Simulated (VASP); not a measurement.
# Ru (P6_3/mmc) in VASP: further runs, part 2 of 3

VASP 6.6.1. The steps go on from the part before.

## Step 3: Relaxation of cell and atoms, LDA

This run uses another cell than the first one, of 13.12 Å³/atom, 0.967 times its volume.

Input file INCAR:

```
ALGO = Normal
EDIFF = 1E-7
EDIFFG = -0.005
ENCUT = 600
GGA = CA
IBRION = 2
ISIF = 3
ISMEAR = 1
KPAR = 2
LASPH = True
LCHARG = False
LREAL = False
LWAVE = False
NELM = 80
NSW = 90
PREC = Accurate
SIGMA = 0.1
```

Input file KPOINTS:

```
k-points
0
Gamma
  15 15 9
```

Input file POSCAR:

```
Ru                                      
1.0
    2.6752210180     -0.0000000000     -0.0000000000
   -1.3376105090      2.3168093624      0.0000000000
   -0.0000000000      0.0000000000      4.2341956417
  Ru            
     2
Direct
     0.3333333332999970    0.6666666667000030    0.2500000000000000
     0.6666666667000030    0.3333333332999970    0.7500000000000000
```

Potentials or basis: VASP PAW LDA potentials, release 64 (Ru_pv).

On the command line:

```bash
> cat potpaw_LDA.64/Ru_pv/POTCAR > POTCAR
> mpirun -np 2 vasp_std > vasp.out
```

OUTCAR:

```text
EDIFF = 1E-7
   EDIFFG = -0.005
   ENCUT = 600
   GGA = CA
   IBRION = 2
   ISIF = 3
   ISMEAR = 1
   LASPH = True
   LREAL = False
   NELM = 80
   NSW = 90
   PREC = Accurate

 ion  position               nearest neighbor table
   1  0.333  0.667  0.250-   2 2.62   2 2.62   2 2.62   2 2.62   2 2.62   2 2.62
   2  0.667  0.333  0.750-   1 2.62   1 2.62   1 2.62   1 2.62   1 2.62   1 2.62

  LATTYP: Found a hexagonal cell.
 ALAT       =     2.6752210180
 C/A-ratio  =     1.5827461033

  Lattice vectors:

 A1 = (   2.6752210180,   0.0000000000,   0.0000000000)
 A2 = (  -1.3376105090,   2.3168093624,   0.0000000000)
 A3 = (   0.0000000000,   0.0000000000,   4.2341956417)

Analysis of symmetry for initial positions (statically):
=====================================================================
 Subroutine PRICEL returns:
 Original cell was already a primitive cell.

 Routine SETGRP: Setting up the symmetry group for a
 hexagonal supercell.

 Subroutine GETGRP returns: Found 24 space group operations
 (whereof 12 operations were pure point group operations)
 out of a pool of 24 trial point group operations.

The static configuration has the point symmetry D_3d.
 The point group associated with its full space group is D_6h.

Analysis of symmetry for dynamics (positions and initial velocities):
=====================================================================
 Subroutine PRICEL returns:
 Original cell was already a primitive cell.

 Routine SETGRP: Setting up the symmetry group for a
 hexagonal supercell.

 Subroutine GETGRP returns: Found 24 space group operations
 (whereof 12 operations were pure point group operations)
 out of a pool of 24 trial point group operations.

The dynamic configuration has the point symmetry D_3d.
 The point group associated with its full space group is D_6h.

 Subroutine INISYM returns: Found 24 space group operations
 (whereof 12 operations are pure point group operations),
 and found     1 'primitive' translations

----------------------------------------------------------------------------------------

                                     Primitive cell

  volume of cell :      26.2434

  direct lattice vectors                    reciprocal lattice vectors
     2.675221018  0.000000000  0.000000000     0.373800891  0.215814045  0.000000000
    -1.337610509  2.316809362  0.000000000     0.000000000  0.431628090  0.000000000
     0.000000000  0.000000000  4.234195642     0.000000000  0.000000000  0.236172365

  length of vectors
     2.675221018  2.675221018  4.234195642     0.431628090  0.431628090  0.236172365

  position of ions in fractional coordinates (direct lattice)
     0.333333333  0.666666667  0.250000000
     0.666666667  0.333333333  0.750000000

  ion indices of the primitive-cell ions
   primitive index   ion index
                 1           1
                 2           2

----------------------------------------------------------------------------------------

 KPOINTS: k-points

Automatic generation of k-mesh.
 Grid dimensions read from file:
 generate k-points for:   15   15    9
[... 24 lines left out ...]
  0.200000 -0.000000  0.000000      6.000000
  0.266667 -0.000000  0.000000      6.000000
  0.333333 -0.000000  0.000000      6.000000
[... 16 lines left out ...]
  0.333333  0.200000  0.000000     12.000000
  0.400000  0.200000  0.000000      6.000000
 [... further k-points ...]
   k-points           NKPTS =    135   k-points in BZ     NKDIM =    135   number of bands    NBANDS=     18
   number of dos      NEDOS =    301   number of ions     NIONS =      2
   total plane-waves  NPLWV =  20736
   dimension x,y,z NGX =    24 NGY =   24 NGZ =   36
   dimension x,y,z NGXF=    48 NGYF=   48 NGZF=   72
   ions per type =               2
   NGX,Y,Z   is equivalent  to a cutoff of  14.91, 14.91, 14.13 a.u.
   NGXF,Y,Z  is equivalent  to a cutoff of  29.83, 29.83, 28.27 a.u.
 SYSTEM =  unknown system
   PREC   = accura    normal or accurate (medium, high low for compatibility)
   ISTART =      0    job   : 0-new  1-cont  2-samecut
   ICHARG =      2    charge: 1-file 2-atom 10-const
   ISPIN  =      1    spin polarized calculation?
   LNONCOLLINEAR =      F non collinear calculations
   LSORBIT =      F    spin-orbit coupling
   LASPH  =      T    aspherical Exc in radial PAW
   ENCUT  =  600.0 eV  44.10 Ry    6.64 a.u.   5.34  5.34  8.46*2*pi/ulx,y,z
   NELM   =     80;   NELMIN=  2; NELMDL= -5     # of ELM steps
   EDIFF  = 0.1E-06   stopping-criterion for ELM
   LREAL  =      F    real-space projection
   EDIFFG = -.5E-02   stopping-criterion for IOM
   NSW    =     90    number of steps for IOM
   IBRION =      2    ionic relax: 0-MD 1-quasi-New 2-CG
   NFREE  =      1    steps in history (QN), initial steepest desc. (CG)
   ISIF   =      3    stress and relaxation
   ISYM   =      2    0-nonsym 1-usesym 2-fastsym
   POTIM  = 0.5000    time-step for ionic-motion
   TEBEG  =    0.0;   TEEND  =   0.0 temperature during run
   PSTRESS=    0.0 pullay stress
   NELECT =      28.0000    total number of electrons
   NUPDOWN=      -1.0000    fix difference up-down
   EMIN   =  10.00;   EMAX   =-10.00  energy-range for DOS
   EFERMI =   0.00;   METHOD = LEGACY
   ISMEAR =     1;   SIGMA  =   0.10  broadening in eV -4-tet -1-fermi 0-gaus
   EFERMI_NEDOS =   21; number of points for ismear=-14 and -15
   IALGO  =     38    algorithm
   IMIX   =      4    mixing-type and parameters
     AMIX     =   0.40;   BMIX     =  1.00
     AMIX_MAG =   1.60;   BMIX_MAG =  1.00
  volume/ion in A,a.u.               =      13.12        88.55
  Fermi-wavevector in a.u.,A,eV,Ry     =   1.672838  3.161205 38.074365  2.798387
  Thomas-Fermi vector in A             =   2.757915
   LORBIT       =      0    0 simple, 1 ext, 2 COOP (PROOUT), +10 PAW based schemes
   GGA     = CA    functional components
   LHFCALC =     F    Hartree Fock is set to
   AEXX    =    0.0000 exact exchange contribution
   IVDW    =     0    specifies the selected vdW correction
   LEPSILON=     F    determine dielectric tensor
   LRPA    =     F    only Hartree local field effects (RPA)
 conjugate gradient relaxation of ions
 non-spin polarized calculation
 Methfessel and Paxton  Order N= 1 SIGMA  =   0.10
  energy-cutoff  :      600.00
  volume of cell :       26.24
 maximum number of plane-waves:       899
 NGX is ok and might be reduce to    24
   NGX = 11   NGY = 11   NGZ = 17

--------------------------------------- Ionic step        1  -------------------------------------------

 number of electron      27.9999993 magnetization

 Free energy of the ion-electron system (eV)
  ---------------------------------------------------
  ext. energy  EPLUGINS =         0.00000000
  ---------------------------------------------------
  free energy    TOTEN  =       -21.39500442 eV

  energy without entropy =      -21.39359226  energy(sigma->0) =      -21.39453370

------------------------ aborting loop because EDIFF is reached ----------------------------------------

  FORCE on cell =-STRESS in cart. coord.  units (eV):
  Direction    XX          YY          ZZ          XY          YZ          ZX
  --------------------------------------------------------------------------------------
  -------------------------------------------------------------------------------------
  Total       -0.0283594     -0.0283594     -0.0052368      0.0000000      0.0000000      0.0000000
  in kB       -1.7313596     -1.7313596     -0.3197122      0.0000000      0.0000000      0.0000000
  external PRESSURE =      -1.2608104 kB  Pullay stress =       0.0000000 kB
[... 95 lines left out ...]
--------------------------------------- Ionic step        4  -------------------------------------------

 number of electron      27.9999993 magnetization

 Free energy of the ion-electron system (eV)
  ---------------------------------------------------
  ext. energy  EPLUGINS =         0.00000000
  ---------------------------------------------------
  free energy    TOTEN  =       -21.39500980 eV

  energy without entropy =      -21.39363601  energy(sigma->0) =      -21.39455187

 E-fermi :  13.3149     XC(G=0): -14.5934

 val. band max:       13.3115432976   @ k =   0.2667  -0.0000   0.3333
 cond. band min:      13.3450960322   @ k =   0.4667   0.0667   0.3333
 fundamental gap:      0.0335527346
 Fermi energy:        13.3149078063

 k-point     1 :       0.0000    0.0000    0.0000
  band No.  band energies     occupation
      1     -30.2610      2.00000
      2     -29.2034      2.00000
      3     -29.2034      2.00000
      4     -29.0118      2.00000
      5     -29.0118      2.00000
      6     -28.9615      2.00000
[... 481 lines left out ...]
      5     -29.3630      2.00000
      6     -29.3411      2.00000
[... 10 lines left out ...]
     17      18.9140      0.00000
     18      20.4013      0.00000

 [... further k-points ...]
[... 5 lines left out ...]
  --------------------------------------------------------------------------------------
  -------------------------------------------------------------------------------------
  Total       -0.0002690     -0.0002690     -0.0080508     -0.0000000      0.0000000     -0.0000000
  in kB       -0.0164275     -0.0164275     -0.4916535     -0.0000000      0.0000000     -0.0000000
  external PRESSURE =      -0.1748362 kB  Pullay stress =       0.0000000 kB
[... 17 lines left out ...]
  FREE ENERGIE OF THE ION-ELECTRON SYSTEM (eV)
  ---------------------------------------------------
  free  energy   TOTEN  =       -21.3950097972 eV

  energy  without entropy=      -21.3936360050  energy(sigma->0) =      -21.39455187

 reached required accuracy - stopping structural energy minimisation
```

CONTCAR:

```text
Ru
   1.00000000000000
     2.6745383340307201    0.0000000000000000    0.0000000000000000
    -1.3372691670153600    2.3162181407397902    0.0000000000000000
    -0.0000000000000000    0.0000000000000000    4.2350902106160051
  Ru
     2
Direct
     0.3333333332999970    0.6666666667000030    0.2500000000000000
     0.6666666667000030    0.3333333332999970    0.7500000000000000

  0.00000000E+00  0.00000000E+00  0.00000000E+00
  0.00000000E+00  0.00000000E+00  0.00000000E+00
```

It took 54 s on 2 MPI ranks of Intel Xeon Platinum 8488C (Sapphire Rapids), shared host; peak memory 0.18 GiB.

What came out:

| Property | Result |
| --- | --- |
| Free energy | -21.3950 eV |
| Relaxed volume | 13.12 Å³/atom |
| Relaxed cell | a = 2.675 Å, b = 2.675 Å, c = 4.235 Å, α = 90.00°, β = 90.00°, γ = 120.00° |
| Space group after relaxing (to 0.05 Å) | P6_3/mmc (No. 194) |
| Energy gained by relaxing | 0.0 meV/atom |
| Ionic steps | 4 |
| Pressure after relaxing | 0.0 GPa |
| Band gap on the k mesh | none (metal or under the smearing width) |

Final structure:
```
Ru
1.0
     2.67454    0.00000    0.00000
    -1.33727    2.31622    0.00000
     0.00000    0.00000    4.23509
Ru
2
Direct
  0.33333 0.66667 0.25000
  0.66667 0.33333 0.75000
```

[end of part 2 of 3]
